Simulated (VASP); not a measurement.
# AlN (P6_3mc) in VASP: notebook, part 2 of 2

VASP 6.6.1. The steps go on from the part before.

## (5) Atomic charges, LDA

INCAR reads:

```
SYSTEM = AlN
PREC     = Accurate       ! precision mode
ENCUT    = 520            ! plane-wave cutoff, eV
EDIFF    = 1E-7           ! SCF threshold, eV
ISMEAR   = 0              ! smearing method
SIGMA    = 0.02           ! smearing width, eV
LREAL    = .False.        ! projectors in reciprocal space
LASPH    = .True.         ! aspherical terms in the spheres
NELM     = 100            ! most SCF steps
ALGO     = Fast           ! electronic algorithm
ISIF     = 2              ! what is computed and relaxed
LWAVE    = .False.        ! write WAVECAR
LCHARG   = .True.         ! write CHGCAR
LORBIT   = 11             ! projections on sites
LELF     = .True.         ! ELF
LVHAR    = .True.
```

KPOINTS reads:

```
Automatic mesh
0
Gamma
  10 10 6
  0 0 0
```

POSCAR reads:

```
AlN
1.0
    3.1130000000      0.0000000000      0.0000000000
   -1.5565000000      2.6959370820      0.0000000000
    0.0000000000      0.0000000000      4.9810000000
Al N
2 2
Direct
    0.6666666667      0.3333333333      0.5000000000
    0.3333333333      0.6666666667      0.0000000000
    0.6666666667      0.3333333333      0.8800000000
    0.3333333333      0.6666666667      0.3800000000
```

Potentials or basis: VASP PAW LDA potentials, release 64 (Al, N).

Run with:

```console
$ cat potpaw_LDA.64/Al/POTCAR potpaw_LDA.64/N/POTCAR > POTCAR
$ mpirun -np 1 vasp_std > vasp.out
```

Wall time 22 s (1 thread of AMD EPYC 9R45 (Zen 5), shared host); peak memory 0.12 GiB.

Results (log left out):

- Free energy: -32.8297 eV
- Pressure: -4.1 GPa
- Largest force: 0.119 eV/Å
- Band gap on the k mesh: 4.25 eV, direct
- Valence electrons inside the program's atomic spheres: Al 0.82; N 3.82

Forces on the atoms (eV/Å):
```
Al   0.000  0.000 -0.119
Al   0.000  0.000 -0.119
N    0.000  0.000  0.119
N    0.000  0.000  0.119
```

Stress tensor (GPa, compression positive):
```
-4.66  0.00  0.00
 0.00 -4.66  0.00
 0.00  0.00 -2.95
```

Levels at points of the mesh, in eV from the valence-band top:
```
           k point  band 4  band 5  band 6  band 7  band 8  band 9  band 10  band 11  band 12
(0.00, 0.00, 0.00)   -0.84   -0.84   -0.18   -0.18    0.00    4.25     6.55    10.48    10.96
(0.50, 0.00, 0.00)   -4.16   -3.36   -2.08   -1.80   -0.66    5.67     5.69     8.10    10.16
(0.00, 0.00, 0.50)   -3.32   -0.52   -0.52   -0.52   -0.52    6.42     6.42    10.16    10.16
(0.50, 0.00, 0.50)   -5.63   -1.45   -1.45   -1.36   -1.36    5.21     5.21     9.11     9.11
```

## (6) Electron localisation function, LDA

INCAR reads:

```
PREC = Accurate ; ENCUT = 520
EDIFF = 1E-6 ; ISMEAR = 0
SIGMA = 0.02 ; LREAL = F
LASPH = T ; NELM = 100
ALGO = Fast ; ISIF = 2
LWAVE = F ; LCHARG = T
GGA = CA ; LELF = T
```

KPOINTS reads:

```
regular mesh
0
Gamma
  10 10 6
```

POSCAR is that of step 5.

Potentials or basis: VASP PAW LDA potentials, release 64 (Al, N).

Run with:

```console
$ cat potpaw_LDA.64/Al/POTCAR potpaw_LDA.64/N/POTCAR > POTCAR
$ mpirun -np 1 vasp_std > vasp.out
```

OUTCAR:

```text
PREC = Accurate
   ENCUT = 520
   EDIFF = 1E-6
   ISMEAR = 0
   LREAL = F
   LASPH = T
   NELM = 100
   ISIF = 2
   GGA = CA

 ion  position               nearest neighbor table
   1  0.667  0.333  0.500-   3 1.89   4 1.89   4 1.89   4 1.89   2 3.07   2 3.07   2 3.07   2 3.07
                             2 3.07   2 3.07
   2  0.333  0.667  0.000-   4 1.89   3 1.89   3 1.89   3 1.89   1 3.07   1 3.07   1 3.07   1 3.07
                             1 3.07   1 3.07
   3  0.667  0.333  0.880-   1 1.89   2 1.89   2 1.89   2 1.89
   4  0.333  0.667  0.380-   2 1.89   1 1.89   1 1.89   1 1.89

  LATTYP: Found a hexagonal cell.
 ALAT       =     3.1130000000
 C/A-ratio  =     1.6000642467

  Lattice vectors:

 A1 = (   3.1130000000,   0.0000000000,   0.0000000000)
 A2 = (  -1.5565000000,   2.6959370820,   0.0000000000)
 A3 = (   0.0000000000,   0.0000000000,   4.9810000000)

Analysis of symmetry for initial positions (statically):
=====================================================================
 Subroutine PRICEL returns:
 Original cell was already a primitive cell.

 Routine SETGRP: Setting up the symmetry group for a
 hexagonal supercell.

 Subroutine GETGRP returns: Found 12 space group operations
 (whereof  6 operations were pure point group operations)
 out of a pool of 24 trial point group operations.

The static configuration has the point symmetry C_3v.
 The point group associated with its full space group is C_6v.

Analysis of symmetry for dynamics (positions and initial velocities):
=====================================================================
 Subroutine PRICEL returns:
 Original cell was already a primitive cell.

 Routine SETGRP: Setting up the symmetry group for a
 hexagonal supercell.

 Subroutine GETGRP returns: Found 12 space group operations
 (whereof  6 operations were pure point group operations)
 out of a pool of 24 trial point group operations.

The dynamic configuration has the point symmetry C_3v.
 The point group associated with its full space group is C_6v.

 Subroutine INISYM returns: Found 12 space group operations
 (whereof  6 operations are pure point group operations),
 and found     1 'primitive' translations

----------------------------------------------------------------------------------------

                                     Primitive cell

  volume of cell :      41.8028

  direct lattice vectors                    reciprocal lattice vectors
     3.113000000  0.000000000  0.000000000     0.321233537  0.185464269  0.000000000
    -1.556500000  2.695937082  0.000000000     0.000000000  0.370928538  0.000000000
     0.000000000  0.000000000  4.981000000     0.000000000  0.000000000  0.200762899

  length of vectors
     3.113000000  3.113000000  4.981000000     0.370928538  0.370928538  0.200762899

  position of ions in fractional coordinates (direct lattice)
     0.666666667  0.333333333  0.500000000
     0.333333333  0.666666667  0.000000000
     0.666666667  0.333333333  0.880000000
     0.333333333  0.666666667  0.380000000

  ion indices of the primitive-cell ions
   primitive index   ion index
[... 37 lines left out ...]
  0.400000  0.000000  0.000000      6.000000
  0.500000 -0.000000  0.000000      3.000000
[... 16 lines left out ...]
  0.300000  0.100000  0.166667     24.000000
  0.400000  0.100000  0.166667     24.000000
 [... further k-points ...]
   k-points           NKPTS =     56   k-points in BZ     NKDIM =     56   number of bands    NBANDS=     12
   number of dos      NEDOS =    301   number of ions     NIONS =      4
   total plane-waves  NPLWV =  23040
   dimension x,y,z NGX =    24 NGY =   24 NGZ =   40
   dimension x,y,z NGXF=    48 NGYF=   48 NGZF=   80
   ions per type =               2   2
   NGX,Y,Z   is equivalent  to a cutoff of  12.82, 12.82, 13.35 a.u.
   NGXF,Y,Z  is equivalent  to a cutoff of  25.63, 25.63, 26.70 a.u.
 SYSTEM =  unknown system
   PREC   = accura    normal or accurate (medium, high low for compatibility)
   ISTART =      0    job   : 0-new  1-cont  2-samecut
   ICHARG =      2    charge: 1-file 2-atom 10-const
   ISPIN  =      1    spin polarized calculation?
   LNONCOLLINEAR =      F non collinear calculations
   LSORBIT =      F    spin-orbit coupling
   LASPH  =      T    aspherical Exc in radial PAW
   ENCUT  =  520.0 eV  38.22 Ry    6.18 a.u.   5.79  5.79  9.26*2*pi/ulx,y,z
   NELM   =    100;   NELMIN=  2; NELMDL= -5     # of ELM steps
   EDIFF  = 0.1E-05   stopping-criterion for ELM
   LREAL  =      F    real-space projection
   EDIFFG = 0.1E-04   stopping-criterion for IOM
   NSW    =      0    number of steps for IOM
   IBRION =     -1    ionic relax: 0-MD 1-quasi-New 2-CG
   NFREE  =      0    steps in history (QN), initial steepest desc. (CG)
   ISIF   =      2    stress and relaxation
   ISYM   =      2    0-nonsym 1-usesym 2-fastsym
   POTIM  = 0.5000    time-step for ionic-motion
   TEBEG  =    0.0;   TEEND  =   0.0 temperature during run
   PSTRESS=    0.0 pullay stress
   NELECT =      16.0000    total number of electrons
   NUPDOWN=      -1.0000    fix difference up-down
   EMIN   =  10.00;   EMAX   =-10.00  energy-range for DOS
   EFERMI =   0.00;   METHOD = LEGACY
   ISMEAR =     0;   SIGMA  =   0.02  broadening in eV -4-tet -1-fermi 0-gaus
   EFERMI_NEDOS =   21; number of points for ismear=-14 and -15
   IALGO  =     68    algorithm
   IMIX   =      4    mixing-type and parameters
     AMIX     =   0.40;   BMIX     =  1.00
     AMIX_MAG =   1.60;   BMIX_MAG =  1.00
  volume/ion in A,a.u.               =      10.45        70.52
  Fermi-wavevector in a.u.,A,eV,Ry     =   1.188629  2.246183 19.222843  1.412839
  Thomas-Fermi vector in A             =   2.324754
   LORBIT       =      0    0 simple, 1 ext, 2 COOP (PROOUT), +10 PAW based schemes
   GGA     = CA    functional components
   LHFCALC =     F    Hartree Fock is set to
   AEXX    =    0.0000 exact exchange contribution
   IVDW    =     0    specifies the selected vdW correction
   LEPSILON=     F    determine dielectric tensor
   LRPA    =     F    only Hartree local field effects (RPA)
 non-spin polarized calculation
 RMM-DIIS sequential band-by-band and
 Gauss-broadening in eV      SIGMA  =   0.02
  energy-cutoff  :      520.00
  volume of cell :       41.80
 maximum number of plane-waves:      1142
 NGX is ok and might be reduce to    24
   NGX = 11   NGY = 11   NGZ = 19

 number of electron      16.0000000 magnetization

 Free energy of the ion-electron system (eV)
  ---------------------------------------------------
  ext. energy  EPLUGINS =         0.00000000
  ---------------------------------------------------
  free energy    TOTEN  =       -32.82974167 eV

  energy without entropy =      -32.82974167  energy(sigma->0) =      -32.82974167

 E-fermi :   5.9488     XC(G=0): -11.2417

 val. band max:        5.8572880642   @ k =   0.0000   0.0000   0.0000
 cond. band min:      10.1030333555   @ k =   0.0000   0.0000   0.0000
 fundamental gap:      4.2457452914
 Fermi energy:         5.9487817606

 k-point     1 :       0.0000    0.0000    0.0000
  band No.  band energies     occupation
      1      -9.1424      2.00000
      2      -6.9201      2.00000
      3      -0.1699      2.00000
      4       5.0217      2.00000
      5       5.0217      2.00000
      6       5.6786      2.00000
      7       5.6786      2.00000
      8       5.8573      2.00000
      9      10.1030      0.00000
     10      12.4072      0.00000
     11      16.3341      0.00000
     12      16.8197      0.00000
[... 331 lines left out ...]
 k-point    24 :       0.4000    0.1000    0.1667
  band No.  band energies     occupation
      1      -7.0964      2.00000
      2      -6.4057      2.00000
      3       0.4292      2.00000
      4       1.4546      2.00000
      5       2.7787      2.00000
      6       3.5694      2.00000
      7       4.4423      2.00000
      8       4.7890      2.00000
      9      11.2936      0.00000
     10      12.1788      0.00000
     11      14.6131      0.00000
     12      15.5131      0.00000

 [... further k-points ...]
[... 5 lines left out ...]
  --------------------------------------------------------------------------------------
  -------------------------------------------------------------------------------------
  Total       -1.2180135     -1.2180135     -0.7714606      0.0000000     -0.0000000      0.0000000
  in kB      -46.6828383    -46.6828383    -29.5677931      0.0000000     -0.0000000      0.0000000
  external PRESSURE =     -40.9778232 kB  Pullay stress =       0.0000000 kB

 VOLUME and BASIS-vectors are now :
 -----------------------------------------------------------------------------
  energy-cutoff  :      520.00
  volume of cell :       41.80
      direct lattice vectors                 reciprocal lattice vectors
     3.113000000  0.000000000  0.000000000     0.321233537  0.185464269  0.000000000
    -1.556500000  2.695937082  0.000000000     0.000000000  0.370928538  0.000000000
     0.000000000  0.000000000  4.981000000     0.000000000  0.000000000  0.200762899

 POSITION                                       TOTAL-FORCE (eV/Angst)
 -----------------------------------------------------------------------------------
      1.55650      0.89865      2.49050         0.000000     -0.000000     -0.119271
     -0.00000      1.79729      0.00000        -0.000000      0.000000     -0.119271
      1.55650      0.89865      4.38328         0.000000      0.000000      0.119271
     -0.00000      1.79729      1.89278         0.000000      0.000000      0.119271
 -----------------------------------------------------------------------------------
    total drift:                               -0.000000      0.000000      0.000136

  FREE ENERGIE OF THE ION-ELECTRON SYSTEM (eV)
  ---------------------------------------------------
  free  energy   TOTEN  =       -32.8297416688 eV

  energy  without entropy=      -32.8297416688  energy(sigma->0) =      -32.82974167
```

stdout:

```text
POSCAR found type information on POSCAR AlN
 POSCAR found :  2 types and       4 ions
 scaLAPACK will be used
 LDA part: xc-table for (Slater(with rela. corr.)+CA(PZ))
 , standard interpolation
 POSCAR, INCAR and KPOINTS ok, starting setup
 FFT: planning ... GRIDC
 FFT: planning ... GRID_SOFT
 FFT: planning ... GRID
 WAVECAR not read
 entering main loop
```

Run time: 21 s. Hardware: 1 thread of AMD EPYC 9R45 (Zen 5), shared host; peak memory 0.12 GiB.

What came out:

```yaml
Free_energy: -32.8297 eV
Pressure: -4.1 GPa
Largest_force: 0.119 eV/Å
Band_gap_on_the_k_mesh: 4.25 eV, direct
```

Forces in eV/Å, atoms in the order of the input:
```
Al   0.000  0.000 -0.119
Al   0.000  0.000 -0.119
N    0.000  0.000  0.119
N    0.000  0.000  0.119
```

Levels at points of the mesh, in eV from the valence-band top:
| k point | band 6 | band 7 | band 8 | band 9 | band 10 | band 11 |
| --- | --- | --- | --- | --- | --- | --- |
| (0.00, 0.00, 0.00) | -0.18 | -0.18 | 0.00 | 4.25 | 6.55 | 10.48 |
| (0.50, 0.00, 0.00) | -2.08 | -1.80 | -0.66 | 5.67 | 5.69 | 8.10 |
| (0.00, 0.00, 0.50) | -0.52 | -0.52 | -0.52 | 6.42 | 6.42 | 10.16 |
| (0.50, 0.00, 0.50) | -1.45 | -1.36 | -1.36 | 5.21 | 5.21 | 9.11 |

## (7) For comparison

An earlier run on the cell as given: functional PBE; potentials or basis VASP PAW PBE potentials, release 64 (Al, N); cutoff 520 eV; k mesh 10 × 10 × 6; occupations fermi-dirac, width 0.05 eV; no spin polarisation.

- Pressure: 3.5 GPa
- Largest force: 0.129 eV/Å
- Band gap on the k mesh: 4.22 eV, direct

## (8) Overview

```tsv
task	level	potentials or basis	cell	k mesh	cutoff (eV)	smearing	gap on the mesh (eV)	pressure (GPa)	relaxed volume (Å³/atom)	largest force (eV/Å)
relaxation of cell and atoms	SCAN	VASP PAW PBE potentials, release 64 (Al, N)	relaxed	10 × 10 × 6	600	gaussian 0.05 eV	4.95	0.0	10.35	0.01
relaxation of cell and atoms	r2SCAN+rVV10	VASP PAW PBE potentials, release 64 (Al, N)	relaxed	10 × 10 × 6	600	gaussian 0.05 eV	4.92	0.0	10.36	-
relaxation of the atoms	r2SCAN	VASP PAW PBE potentials, release 64 (Al, N)	atoms relaxed from: atoms moved at random, drawn with an rms of 0.02 Å	7 × 7 × 5	520	gaussian 0.05 eV	4.87	-1.4	-	0.01
atomic charges	LDA	VASP PAW LDA potentials, release 64 (Al, N)	as given	10 × 10 × 6	520	gaussian 0.02 eV	4.25	-4.1	-	0.12
electron localisation function	LDA	VASP PAW LDA potentials, release 64 (Al, N)	as given	10 × 10 × 6	520	gaussian 0.02 eV	4.25	-4.1	-	0.12
single point	PBE	VASP PAW PBE potentials, release 64 (Al, N)	as given	10 × 10 × 6	520	fermi-dirac 0.05 eV	4.22	3.5	-	0.13
```

Alike in all rows: no spin polarisation.

Caveats: the PAW data sets were made with another functional, which shifts forces and pressure a little (some runs).

Total energies depend on the potentials used, so only differences within one code and one set of settings carry meaning.

## (9) Against experiment

Step 5. Against the measured gap of AlN, 6.034 eV (an exciton energy, a little under the gap; 10 K; quoted in “Self-assembly of well-separated AlN nanowires directly on sputtered metallic TiN films”, 2019, arxiv:1910.07391), the calculated 4.25 eV is off by -1.79 eV. 2 values of this kind are on record (6.034 to 6.0343 eV); this one was drawn at random. The value is that of LDA on a finite k mesh, which can miss the band edges, without temperature or zero-point motion. Semilocal functionals fall short of measured gaps as a rule.

Step 6. Against the measured gap of AlN, 6.034 eV (an exciton energy, a little under the gap; 10 K; quoted in “Self-assembly of well-separated AlN nanowires directly on sputtered metallic TiN films”, 2019, arxiv:1910.07391), the calculated 4.25 eV is off by -1.79 eV. 2 values of this kind are on record (6.034 to 6.0343 eV); this one was drawn at random. The value is that of LDA on a finite k mesh, which can miss the band edges, without temperature or zero-point motion. Semilocal functionals fall short of measured gaps as a rule.
